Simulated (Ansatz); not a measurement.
The system is Au.

```xyz
1
Lattice="-1.6573 1.6573 1.6573 1.6573 -1.6573 1.6573 1.6573 1.6573 -1.6573" Properties=species:S:1:pos:R:3 pbc="T T T"
Au    0.0000    0.0000    0.0000
```

This isn't the form of Au at room conditions, which is fcc.

```yaml
Program: Ansatz 0.2.0
Task: relaxation of cell and atoms
Functional: HSE03
Potentials_or_basis: Ansatz PAW
Cutoff: "420 eV (not typed: the program's choice for these potentials)"
k_mesh: 6 × 6 × 6
Occupations: fermi-dirac, width 0.05 eV
Spin: no spin polarisation
```

At the start: volume 18.21 Å³/atom.

Q: Where does the relaxation end?

A: It ends after 4 steps and the volume is 17.68 Å³/atom (-2.9 %); space group Im-3m (No. 229, to 0.05 Å).

The path:
```
step  energy change (eV)  largest force (eV/Å)  volume (Å³)
   1              0.0000                0.0000        18.21
   2             -0.0066                0.0000        17.74
   3             -0.0068                0.0000        17.68
   4             -0.0063                0.0000        17.68
```

Final structure:
```
CELL_PARAMETERS angstrom
-1.64123 1.64123 1.64123
1.64123 -1.64123 1.64123
1.64123 1.64123 -1.64123
ATOMIC_POSITIONS crystal
Au 0.00000 0.00000 0.00000
```

Caveat: the k mesh is coarse (spacing up to 0.45 Å⁻¹), so the values aren't converged, least of all with exact exchange; the plane-wave basis is chosen anew once the cell has moved, so the energies of steps on either side of that aren't comparable; the PAW data sets come from PBE, with cores solved anew for the run's functional, which leaves a small shift of forces and pressure.
